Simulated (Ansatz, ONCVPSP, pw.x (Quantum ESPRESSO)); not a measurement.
## From atom to crystal: ONCV potential for barium

| Item | Value |
| --- | --- |
| Element | Ba (Z = 56) |
| Generator | ONCVPSP 4.0.1.1 (patched build) |
| Type | optimised norm-conserving Vanderbilt (ONCV) |
| Functional | PBE |
| Relativity | scalar-relativistic |
| Frozen core | [Kr] 4d10 |
| Valence charge | 10 |
| Reference configuration | 5s2 5p6 6s2 |
| Partial waves | 5s+6s: rc 2.45 bohr, ncon 4, nbas 7, qcut 3.9 1/bohr, 2 projectors; 5p: rc 2.70 bohr, ncon 4, nbas 8, qcut 4.3 1/bohr, 2 projectors, debl 2.5 Ha; d scattering state at 0.06 Ha: rc 2.75 bohr, ncon 4, nbas 8, qcut 3.8 1/bohr, 2 projectors, debl 0.5 Ha |
| Local potential | polynomial inside 2.20 bohr (lpopt 5, dvloc0 2 Ha) |
| Core correction | Teter function, fcfact 3, rcfact 1.6 |

In the d channel the program set the typed energies aside and used 0.050, 0.550 Ha.

Atomic tests: cutoffs needed: 6.7 Ha and 15 Ha (the cutoffs (Ha) at which the residual kinetic energy of the hardest occupied pseudo-wave falls to 1 and 0.1 mHa per electron); ghost test: no bound ghost flagged; no localised positive-energy state flagged; largest excitation error: -54 meV (all-electron minus pseudo) for 5s2 5p5 6s2, out of 4 test configurations.

Crystal test: fcc Ba in pw.x 7.5, no spin, 9³ k-points, Fermi–Dirac smearing 0.01 Ry, cutoffs 50/200 Ry. The reference is all-electron LAPW (Ansatz 0.2.0) with the same functional, mesh and smearing; V0 and B0 come from Birch–Murnaghan fits to the pressures at five volumes. Errors are pseudo minus all-electron; Δ is the rms difference of the E(V) curves that follow from these fits, minima aligned, over ±6 % about the mean V0. Mesh and smearing are coarse, so the numbers serve the comparison and aren't converged zero-temperature values; the lattice is a test structure that the element need not adopt.

| V (Å³/atom) | P all-electron (GPa) | P pseudo (GPa) |
| --- | --- | --- |
| 61.159 | 0.44 | 0.51 |
| 62.769 | 0.21 | 0.27 |
| 64.378 | 0.00 | 0.06 |
| 65.987 | -0.19 | -0.15 |
| 67.597 | -0.37 | -0.33 |

All-electron: a0 = 6.363 Å (V0 = 64.40 Å³/atom), B0 = 8.0 GPa.

Pseudopotential: mean pressure error (GPa): +0.05; a0 (Å): 6.376; a0 error (%): +0.21; B0 error (%): +2.4; Δ (meV/atom): 0.7.

Problem. At the middle volume, how do free energy and pressure move when the wave cutoff is lowered (ecutrho kept at four times it)?

Solution.

```tsv
cutoff (Ry)	shift of F (meV/atom)	shift of P (GPa)
22	+9.8	-0.04
30	+6.1	-0.01
40	+1.6	-0.03
```

The run at the middle volume (35 k-points, 7 iterations) took about 26 s on one core of a shared host (Neoverse-N1, 64 threads, 124 GiB, load 58).
